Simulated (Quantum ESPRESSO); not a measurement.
# Zn (Fm-3m) in Quantum ESPRESSO: equation of state

How stiff is Zn in PBE, and what volume does it want? The cell is scaled to several volumes.

Program: Quantum ESPRESSO 7.5. These are calculated values, not measurements. Logs are shortened: lines on timing, memory, paths and dates and some standing lists are left out, and cuts for length are marked.

### 1 The crystal as given

The structure is cubic, space group Fm-3m (No. 225). Conventional cell: a = 3.930 Å, b = 3.930 Å, c = 3.930 Å, α = 90.00°, β = 90.00°, γ = 90.00°. Zn (site symmetry m-3m) is surrounded by 12 Zn at 2.78 Å.

This isn't the form of Zn at room conditions, which is hcp.

### 2 Single point, PBE, 14.26 Å³/atom

Input file pw.in:

```
&CONTROL
  calculation = 'scf'
  prefix = 'pwscf'
  outdir = './tmp'
  pseudo_dir = './pseudo'
  tprnfor = .true.
  tstress = .true.
  disk_io = 'nowf'
/
&SYSTEM
  ibrav = 0
  nat = 1
  ntyp = 1
  ecutwfc = 55
  ecutrho = 440
  nbnd = 16
  occupations = 'smearing'
  smearing = 'fd'
  degauss = 0.00367493
/
&ELECTRONS
  conv_thr = 2d-10
  electron_maxstep = 120
  mixing_beta = 0.5
/
ATOMIC_SPECIES
Zn    65.3800 Zn_pbe_v1.uspp.F.UPF
CELL_PARAMETERS angstrom
   0.0000000000    1.9246672763    1.9246672763
   1.9246672763    0.0000000000    1.9246672763
   1.9246672763    1.9246672763    0.0000000000
ATOMIC_POSITIONS crystal
Zn     0.0000000000    0.0000000000    0.0000000000
K_POINTS automatic
12 12 12 0 0 0
```

Potentials or basis: SSSP 1.3 efficiency PBE.

Started as:

```sh
$ OMP_NUM_THREADS=1 pw.x -in pw.in > pw.out
```

pw.out:

```text
This program is part of the open-source Quantum ESPRESSO suite
     for quantum simulation of materials; please cite
[... 6 lines left out ...]
     using ibrav=0 with symmetry is DISCOURAGED, use correct ibrav instead

     Subspace diagonalization in iterative solution of the eigenvalue problem:
     a serial algorithm will be used

     G-vector sticks info
     --------------------
     sticks:   dense  smooth     PW     G-vecs:    dense   smooth      PW
     Sum         805     397    127                15065     5209     965

     Using Slab Decomposition

     bravais-lattice index     =            0
     lattice parameter (alat)  =       5.1436  a.u.
     unit-cell volume          =      96.2263 (a.u.)^3
     number of atoms/cell      =            1
     number of atomic types    =            1
     number of electrons       =        20.00
     number of Kohn-Sham states=           16
     kinetic-energy cutoff     =      55.0000  Ry
     charge density cutoff     =     440.0000  Ry
     scf convergence threshold =      2.0E-10
     mixing beta               =       0.5000
     number of iterations used =            8  plain     mixing
     Exchange-correlation= SLA  PW   PBE  PBE
                           (   1   4   3   4   0   0   0)

     celldm(1)=   5.143628  celldm(2)=   0.000000  celldm(3)=   0.000000
     celldm(4)=   0.000000  celldm(5)=   0.000000  celldm(6)=   0.000000

     crystal axes: (cart. coord. in units of alat)
               a(1) = (   0.000000   0.707107   0.707107 )
               a(2) = (   0.707107   0.000000   0.707107 )
               a(3) = (   0.707107   0.707107   0.000000 )

     reciprocal axes: (cart. coord. in units 2 pi/alat)
               b(1) = ( -0.707107  0.707107  0.707107 )
               b(2) = (  0.707107 -0.707107  0.707107 )
               b(3) = (  0.707107  0.707107 -0.707107 )

     PseudoPot. # 1 for Zn read from file:
     Zn_pbe_v1.uspp.F.UPF
     Pseudo is Ultrasoft, Zval = 20.0
     Generated by new atomic code, or converted to UPF format
     Using radial grid of  943 points,  6 beta functions with:
                l(1) =   0
                l(2) =   0
                l(3) =   1
                l(4) =   1
                l(5) =   2
                l(6) =   2
     Q(r) pseudized with  8 coefficients,  rinner =    1.100   1.100   1.100
                                                       1.100   1.100

     atomic species   valence    mass     pseudopotential
     Zn               20.00    65.38000     Zn( 1.00)

     48 Sym. Ops., with inversion, found

   Cartesian axes

     site n.     atom                  positions (alat units)
         1        Zn     tau(   1) = (   0.0000000   0.0000000   0.0000000  )

     number of k points=    72  Fermi-Dirac smearing, width (Ry)=  0.0037
                       cart. coord. in units 2pi/alat
        k(    1) = (   0.0000000   0.0000000   0.0000000), wk =   0.0011574
        k(    2) = (   0.0589256   0.0589256  -0.0589256), wk =   0.0092593
        k(    3) = (   0.1178511   0.1178511  -0.1178511), wk =   0.0092593
        k(    4) = (   0.1767767   0.1767767  -0.1767767), wk =   0.0092593
        k(    5) = (   0.2357023   0.2357023  -0.2357023), wk =   0.0092593
        k(    6) = (   0.2946278   0.2946278  -0.2946278), wk =   0.0092593
[... 64 lines left out ...]
        k(   71) = (  -0.7071068   0.2357023   0.0000000), wk =   0.0138889
        k(   72) = (  -0.7071068   0.3535534   0.0000000), wk =   0.0069444

     Dense  grid:    15065 G-vectors     FFT dimensions: (  36,  36,  36)

     Smooth grid:     5209 G-vectors     FFT dimensions: (  25,  25,  25)

     Initial potential from superposition of free atoms

     starting charge      19.9999, renormalised to      20.0000
     Starting wfcs are   13 randomized atomic wfcs +    3 random wfcs

     Self-consistent Calculation

     iteration #  1     ecut=    55.00 Ry     beta= 0.50
     Davidson diagonalization with overlap
     ethr =  1.00E-02,  avg # of iterations =  4.4

     Threshold (ethr) on eigenvalues was too large:
     Diagonalizing with lowered threshold

     Davidson diagonalization with overlap
     ethr =  1.83E-04,  avg # of iterations =  1.6

     total energy              =    -461.53841342 Ry
     estimated scf accuracy    <       0.03609388 Ry

     iteration #  2     ecut=    55.00 Ry     beta= 0.50
     Davidson diagonalization with overlap
     ethr =  1.80E-04,  avg # of iterations =  2.0
[... 43 lines left out ...]
     total energy              =    -461.55153509 Ry
     estimated scf accuracy    <          4.4E-10 Ry

     iteration #  9     ecut=    55.00 Ry     beta= 0.50
     Davidson diagonalization with overlap
     ethr =  2.22E-12,  avg # of iterations =  1.0

     End of self-consistent calculation

          k = 0.0000 0.0000 0.0000 (   645 PWs)   bands (ev):

  -112.0154 -66.1510 -66.1510 -66.1510   3.7688   6.8784   6.8784   6.8784
     7.3055   7.3055  33.6373  33.7497  33.7497  33.7497  36.1863  36.1863

          k = 0.0589 0.0589-0.0589 (   655 PWs)   bands (ev):

  -112.0152 -66.1529 -66.1513 -66.1513   3.9873   6.8590   6.9043   6.9043
     7.2982   7.2982  30.3704  33.0685  33.0685  33.6017  37.2317  37.2317
[... 113 lines left out ...]
  -112.0126 -66.1742 -66.1605 -66.1555   6.3278   6.8086   7.0434   7.1721
     7.4444  10.1275  17.1730  23.9218  29.5786  31.3735  37.2022  38.1784

          k =-0.0589-0.2946 0.2946 (   652 PWs)   bands (ev):

  -112.0131 -66.1697 -66.1593 -66.1542   6.3162   6.7960   6.9877   7.0861
     7.2805   8.5514  20.5121  23.8804  31.3150  32.6885  37.1165  37.4297

          k = 0.0000-0.2357 0.2357 (   654 PWs)   bands (ev):

  -112.0138 -66.1648 -66.1569 -66.1530   5.8139   6.7137   6.9917   7.1077
     7.1672   7.7426  24.0163  24.4614  33.3350  34.3598  36.2840  37.0935

          k = 0.3536 0.0000 0.0000 (   649 PWs)   bands (ev):

  -112.0135 -66.1645 -66.1566 -66.1566   5.9391   6.5298   7.2514   7.2514
     7.4318   7.4558  26.5582  26.5582  27.9925  28.7994  30.0661  46.2761

          k = 0.4125 0.0589-0.0589 (   657 PWs)   bands (ev):
[... 16 lines left out ...]
  -112.0120 -66.1746 -66.1650 -66.1583   6.4024   6.6998   7.0472   7.1996
     7.5858  13.8807  14.4854  21.2280  26.4739  29.3921  40.8162  40.8654

          k =-0.0589-0.4125 0.4125 (   671 PWs)   bands (ev):

  -112.0122 -66.1730 -66.1656 -66.1571   6.5033   6.7557   6.9628   7.1789
     7.4597  11.8138  17.0036  20.5909  27.7035  30.1672  40.2262  40.7884

          k = 0.0000-0.3536 0.3536 (   670 PWs)   bands (ev):

  -112.0126 -66.1713 -66.1634 -66.1556   6.5858   6.7283   6.9127   7.1629
     7.3224   9.9241  19.8983  20.6976  29.3548  31.2877  39.3574  39.9156

          k = 0.4714 0.0000 0.0000 (   644 PWs)   bands (ev):

  -112.0126 -66.1712 -66.1594 -66.1594   6.2103   6.3573   7.4663   7.4663
     7.5317   9.0089  23.2916  24.8164  24.8164  27.8212  29.1779  48.5867

          k = 0.5303 0.0589-0.0589 (   664 PWs)   bands (ev):
[... 21 lines left out ...]
  -112.0119 -66.1762 -66.1615 -66.1615   6.1304   6.2319   7.5875   7.6384
     7.6384  11.4647  19.1613  23.7134  23.7134  27.2543  28.6845  50.1093

          k =-0.0589-0.6482 0.6482 (   664 PWs)   bands (ev):

  -112.0117 -66.1771 -66.1628 -66.1618   6.1367   6.2307   7.5688   7.6091
     7.6837  12.9600  17.5753  21.7177  23.6145  27.7301  29.9923  49.0065

          k = 0.0000-0.5893 0.5893 (   666 PWs)   bands (ev):

  -112.0117 -66.1759 -66.1651 -66.1612   6.2153   6.3317   7.4335   7.5065
     7.6575  14.3521  16.9747  18.9508  24.0695  28.0776  33.2213  47.2256

          k =-0.7071 0.0000 0.0000 (   652 PWs)   bands (ev):

  -112.0117 -66.1779 -66.1622 -66.1622   6.0843   6.1861   7.6080   7.7050
     7.7050  13.4674  16.6126  23.3341  23.3341  27.0690  28.5285  51.0773

          k = 0.2357 0.1179-0.0000 (   663 PWs)   bands (ev):

  -112.0143 -66.1604 -66.1547 -66.1529   5.1488   6.7168   7.0085   7.0578
     7.2304   7.4312  26.4923  26.8576  33.0076  33.2665  33.6698  39.4992

          k = 0.2946 0.1768-0.0589 (   651 PWs)   bands (ev):
[... 41 lines left out ...]
  -112.0122 -66.1748 -66.1634 -66.1574   6.4403   6.7069   7.0364   7.1570
     7.5492  12.1334  15.7005  22.5418  25.8090  32.3704  36.6301  42.1846

          k =-0.0589-0.2946 0.4125 (   663 PWs)   bands (ev):

  -112.0125 -66.1723 -66.1625 -66.1562   6.5020   6.7644   6.8648   7.2076
     7.4276  10.0992  18.7609  22.1991  27.1873  33.3546  36.2224  39.3815

          k = 0.0000-0.2357 0.3536 (   660 PWs)   bands (ev):

  -112.0131 -66.1691 -66.1600 -66.1549   6.4497   6.6448   6.8711   7.2582
     7.2686   8.6078  21.9805  22.5250  28.9526  34.4406  35.1986  37.7278

          k = 0.4714 0.1179 0.0000 (   660 PWs)   bands (ev):

  -112.0125 -66.1717 -66.1604 -66.1589   6.3144   6.4060   7.2214   7.4643
     7.5289   9.4115  22.9204  23.1493  23.6942  30.1571  31.2248  43.4147

          k =-0.1768-0.5303 0.6482 (   666 PWs)   bands (ev):
[... 26 lines left out ...]
  -112.0117 -66.1752 -66.1649 -66.1615   6.2705   6.3666   7.3119   7.4841
     7.6746  13.7381  18.0056  19.1835  22.4128  30.0906  33.4120  44.1837

          k =-0.0000-0.4714 0.5893 (   666 PWs)   bands (ev):

  -112.0117 -66.1731 -66.1680 -66.1606   6.3656   6.5253   7.1170   7.3876
     7.6357  15.5344  16.4402  17.5969  23.1239  30.6206  37.1106  42.4579

          k =-0.7071 0.1179 0.0000 (   666 PWs)   bands (ev):

  -112.0117 -66.1770 -66.1633 -66.1622   6.1654   6.2500   7.5338   7.5538
     7.7051  13.9209  16.7907  21.5989  22.0132  29.2264  30.4518  47.4696

          k =-0.2357-0.4714 0.7071 (   662 PWs)   bands (ev):

  -112.0124 -66.1722 -66.1631 -66.1580   6.5479   6.5618   6.8766   7.4044
     7.4614  10.4044  20.4399  21.1075  24.3521  33.9672  34.4776  38.6204

          k =-0.1768-0.4125 0.6482 (   665 PWs)   bands (ev):
[... 11 lines left out ...]
  -112.0119 -66.1737 -66.1653 -66.1610   6.4166   6.4705   7.0582   7.4363
     7.6358  12.9002  19.4641  19.9002  20.5745  33.2214  34.2497  40.4716

          k =-0.0589-0.4125 0.6482 (   672 PWs)   bands (ev):

  -112.0117 -66.1723 -66.1681 -66.1614   6.4625   6.5954   6.9288   7.3494
     7.6715  15.0991  16.9075  18.9675  20.5548  33.9997  37.2176  39.3848

          k = 0.0000-0.3536 0.5893 (   672 PWs)   bands (ev):

  -112.0118 -66.1711 -66.1692 -66.1607   6.5316   6.7296   6.7584   7.3207
     7.6339  14.4396  17.2820  18.6438  21.4854  34.6359  37.5872  39.3382

          k =-0.7071 0.2357 0.0000 (   674 PWs)   bands (ev):

  -112.0117 -66.1741 -66.1662 -66.1623   6.3551   6.4414   7.1513   7.4185
     7.7052  15.1449  17.3476  19.1275  20.0563  32.9733  34.1413  42.2013

          k =-0.7071 0.3536 0.0000 (   684 PWs)   bands (ev):

  -112.0117 -66.1702 -66.1702 -66.1624   6.4740   6.7532   6.7532   7.3271
     7.7053  16.9264  16.9264  18.0938  18.7866  37.2134  37.3313  37.3313

     the Fermi energy is    14.5941 ev

!    total energy              =    -461.55153509 Ry
     estimated scf accuracy    <          2.9E-11 Ry
     smearing contrib. (-TS)   =      -0.00020133 Ry
     internal energy E=F+TS    =    -461.55133376 Ry

     The total energy is F=E-TS. E is the sum of the following terms:
     one-electron contribution =    -350.67629594 Ry
     hartree contribution      =     183.44808433 Ry
     xc contribution           =     -42.20634804 Ry
     ewald contribution        =    -252.11677412 Ry

     convergence has been achieved in   9 iterations

     Forces acting on atoms (cartesian axes, Ry/au):

     atom    1 type  1   force =     0.00000000    0.00000000    0.00000000

     Total force =     0.000000     Total SCF correction =     0.000000

     Computing stress (Cartesian axis) and pressure

          total   stress  (Ry/bohr**3)                   (kbar)     P=       46.29
   0.00031466   0.00000000   0.00000000           46.29        0.00        0.00
   0.00000000   0.00031466   0.00000000            0.00       46.29        0.00
   0.00000000   0.00000000   0.00031466            0.00        0.00       46.29

=------------------------------------------------------------------------------=
   JOB DONE.
=------------------------------------------------------------------------------=
```

Run time: 13 s. Hardware: 1 thread of Intel Xeon Platinum 8259CL at 2.50GHz (Skylake/Cascade Lake), shared host; peak memory 0.11 GiB.

What came out:

| Quantity | Value |
| --- | --- |
| Free energy | -6279.7285 eV |
| Pressure | 4.6 GPa |
| Band gap on the k mesh | none (metal or under the smearing width) |

### 3 Single point, PBE, 14.56 Å³/atom

Edit pw.in of step 2 so:

```diff
@@ -28,5 +28,5 @@
 CELL_PARAMETERS angstrom
-   0.0000000000    1.9246672763    1.9246672763
-   1.9246672763    0.0000000000    1.9246672763
-   1.9246672763    1.9246672763    0.0000000000
+   0.0000000000    1.9382217178    1.9382217178
+   1.9382217178    0.0000000000    1.9382217178
+   1.9382217178    1.9382217178    0.0000000000
 ATOMIC_POSITIONS crystal
```

Potentials or basis: SSSP 1.3 efficiency PBE.

Started as:

```sh
$ OMP_NUM_THREADS=1 pw.x -in pw.in > pw.out
```

It took 13 s on 1 thread of Intel Xeon Platinum 8259CL at 2.50GHz (Skylake/Cascade Lake), shared host; peak memory 0.11 GiB.

The run converged. Its results:

| Property | Result |
| --- | --- |
| Free energy | -6279.7360 eV |
| Pressure | 2.8 GPa |
| Band gap on the k mesh | none (metal or under the smearing width) |

### 4 Single point, PBE, 14.87 Å³/atom

Edit pw.in of step 3 so:

```diff
@@ -28,5 +28,5 @@
 CELL_PARAMETERS angstrom
-   0.0000000000    1.9382217178    1.9382217178
-   1.9382217178    0.0000000000    1.9382217178
-   1.9382217178    1.9382217178    0.0000000000
+   0.0000000000    1.9515891866    1.9515891866
+   1.9515891866    0.0000000000    1.9515891866
+   1.9515891866    1.9515891866    0.0000000000
 ATOMIC_POSITIONS crystal
```

Started as:

```sh
$ OMP_NUM_THREADS=1 pw.x -in pw.in > pw.out
```

It took 13 s on 1 thread of Intel Xeon Platinum 8259CL at 2.50GHz (Skylake/Cascade Lake), shared host; peak memory 0.11 GiB.

Results (log left out):

| Property | Result |
| --- | --- |
| Free energy | -6279.7402 eV |
| Pressure | 1.2 GPa |
| Band gap on the k mesh | none (metal or under the smearing width) |

### 5 Single point, PBE, 15.17 Å³/atom

Edit pw.in of step 4 so:

```diff
@@ -28,5 +28,5 @@
 CELL_PARAMETERS angstrom
-   0.0000000000    1.9515891866    1.9515891866
-   1.9515891866    0.0000000000    1.9515891866
-   1.9515891866    1.9515891866    0.0000000000
+   0.0000000000    1.9647760000    1.9647760000
+   1.9647760000    0.0000000000    1.9647760000
+   1.9647760000    1.9647760000    0.0000000000
 ATOMIC_POSITIONS crystal
```

Started as:

```sh
$ OMP_NUM_THREADS=1 pw.x -in pw.in > pw.out
```

It took 13 s on 1 thread of Intel Xeon Platinum 8259CL at 2.50GHz (Skylake/Cascade Lake), shared host; peak memory 0.12 GiB.

It converged, with:

```
Free energy            : -6279.7414 eV
Pressure               : -0.3 GPa
Band gap on the k mesh : none (metal or under the smearing width)
```

### 6 Single point, PBE, 15.47 Å³/atom

Edit pw.in of step 5 so:

```diff
@@ -28,5 +28,5 @@
 CELL_PARAMETERS angstrom
-   0.0000000000    1.9647760000    1.9647760000
-   1.9647760000    0.0000000000    1.9647760000
-   1.9647760000    1.9647760000    0.0000000000
+   0.0000000000    1.9777881408    1.9777881408
+   1.9777881408    0.0000000000    1.9777881408
+   1.9777881408    1.9777881408    0.0000000000
 ATOMIC_POSITIONS crystal
```

Potentials or basis: SSSP 1.3 efficiency PBE.

Started as:

```sh
$ OMP_NUM_THREADS=1 pw.x -in pw.in > pw.out
```

Run time: 14 s. Hardware: 1 thread of Intel Xeon Platinum 8259CL at 2.50GHz (Skylake/Cascade Lake), shared host; peak memory 0.12 GiB.

It converged, with:

* Free energy: -6279.7401 eV
* Pressure: -1.5 GPa
* Band gap on the k mesh: none (metal or under the smearing width)

### 7 Single point, PBE, 15.78 Å³/atom

Edit pw.in of step 6 so:

```diff
@@ -28,5 +28,5 @@
 CELL_PARAMETERS angstrom
-   0.0000000000    1.9777881408    1.9777881408
-   1.9777881408    0.0000000000    1.9777881408
-   1.9777881408    1.9777881408    0.0000000000
+   0.0000000000    1.9906312808    1.9906312808
+   1.9906312808    0.0000000000    1.9906312808
+   1.9906312808    1.9906312808    0.0000000000
 ATOMIC_POSITIONS crystal
```

Started as:

```sh
$ OMP_NUM_THREADS=1 pw.x -in pw.in > pw.out
```

Run time: 14 s. Hardware: 1 thread of Intel Xeon Platinum 8259CL at 2.50GHz (Skylake/Cascade Lake), shared host; peak memory 0.12 GiB.

The run converged. Its results:

* Free energy: -6279.7366 eV
* Pressure: -2.7 GPa
* Band gap on the k mesh: none (metal or under the smearing width)

### 8 Single point, PBE, 16.08 Å³/atom

Edit pw.in of step 7 so:

```diff
@@ -28,5 +28,5 @@
 CELL_PARAMETERS angstrom
-   0.0000000000    1.9906312808    1.9906312808
-   1.9906312808    0.0000000000    1.9906312808
-   1.9906312808    1.9906312808    0.0000000000
+   0.0000000000    2.0033108028    2.0033108028
+   2.0033108028    0.0000000000    2.0033108028
+   2.0033108028    2.0033108028    0.0000000000
 ATOMIC_POSITIONS crystal
```

Started as:

```sh
$ OMP_NUM_THREADS=1 pw.x -in pw.in > pw.out
```

Run time: 14 s. Hardware: 1 thread of Intel Xeon Platinum 8259CL at 2.50GHz (Skylake/Cascade Lake), shared host; peak memory 0.12 GiB.

It converged, with:

```
Free energy            : -6279.7311 eV
Pressure               : -3.6 GPa
Band gap on the k mesh : none (metal or under the smearing width)
```

### 9 Equation of state, PBE

Potentials or basis: SSSP 1.3 efficiency PBE.

No new run: the results of the series are fitted here.

What came out:

| Property | Result |
| --- | --- |
| Equilibrium volume | 15.16 Å³/atom |
| Bulk modulus | 68 GPa |
| Pressure derivative of the bulk modulus | 5.3 |

Energy against volume, from the lowest point:
```tsv
volume (Å³/atom)	energy (meV/atom)
14.259	12.89
14.563	5.43
14.866	1.28
15.169	0.00
15.473	1.31
15.776	4.85
16.080	10.38
```
